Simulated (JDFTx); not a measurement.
Input of a JDFTx 1.7.0 (patched build) run:

CsBr.in

```
lattice \
    8.1742413144     0.0000000000     0.0000000000 \
    0.0000000000     8.1742413144     0.0000000000 \
    0.0000000000     0.0000000000     8.1742413144
coords-type Lattice
ion Cs     0.0135410000    -0.0027520000     0.0011840000 1
ion Br     0.5073350000     0.4997890000     0.4971940000 1

ion-species pseudo/Cs.upf
ion-species pseudo/Br.upf
elec-cutoff 25 200
elec-ex-corr gga-PBE
kpoint-folding 6 6 6
elec-smearing Fermi 0.0018374661
elec-n-bands 14
electronic-SCF nIterations 100 energyDiffThreshold 1e-09
electronic-minimize nIterations 30 energyDiffThreshold 1e-7
converge-empty-states yes
forces-output-coords Cartesian

dump-name run.$VAR
dump End Ecomponents EigStats BandEigs Kpoints Forces Stress ElecDensity Dtot KEdensity
```

Potentials or basis: PseudoDojo-SR-PBE-0.5-standard.

Launch:

```sh
$ jdftx -c 1 -i CsBr.in -o CsBr.out
```

**Question.** Estimate the band gap on the k mesh.

**Answer.** 4.42 eV, indirect (least direct gap 4.43 eV).

**Question.** What does it give for the largest force?

**Answer.** 0.025 eV/Å.

**Question.** What does it give for the Loewdin charges?

**Answer.** Cs +0.76; Br -0.68 e.

**Question.** Predict the pressure.

**Answer.** 0.6 GPa.

Forces on the atoms (eV/Å):
```
Cs  -0.020  0.008 -0.013
Br   0.020 -0.008  0.013
```

Caveat: spin-orbit coupling is left out, which moves the levels of the heavy elements.
